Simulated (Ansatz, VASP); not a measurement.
## Ta in VASP and in Ansatz

```
CELL_PARAMETERS angstrom
2.79723 0.00000 0.00000
-1.39862 2.42247 0.00000
0.00000 0.00000 5.00718
ATOMIC_POSITIONS crystal
Ta 0.33333 0.66667 0.25000
Ta 0.66667 0.33333 0.75000
```

Alike in both runs: task single point; functional LDA; k mesh 14 × 14 × 7; occupations fermi-dirac, width 0.1 eV; no spin polarisation.

|  | VASP | Ansatz |
| --- | --- | --- |
| version | VASP 6.6.1 | Ansatz 0.2.0 |
| potentials or method | VASP PAW LDA potentials, release 64 (Ta_pv) | plane waves (420 eV) with PAW, scalar-relativistic |
| plane-wave cutoff (eV) | 520 | 420 |
| valence electrons in the cell | 22 | 26 |

```csv
,VASP,Ansatz,Ansatz less VASP
pressure (GPa),10.4,9.5,-0.90
largest component of the traceless stress (GPa),1.18,1.17,-0.009
```

The two sets of potentials don't hold the same shells in valence. Ansatz warned: «pseudo_functional_mismatch».

Spin-orbit coupling is left out, which matters for the levels of Ta.
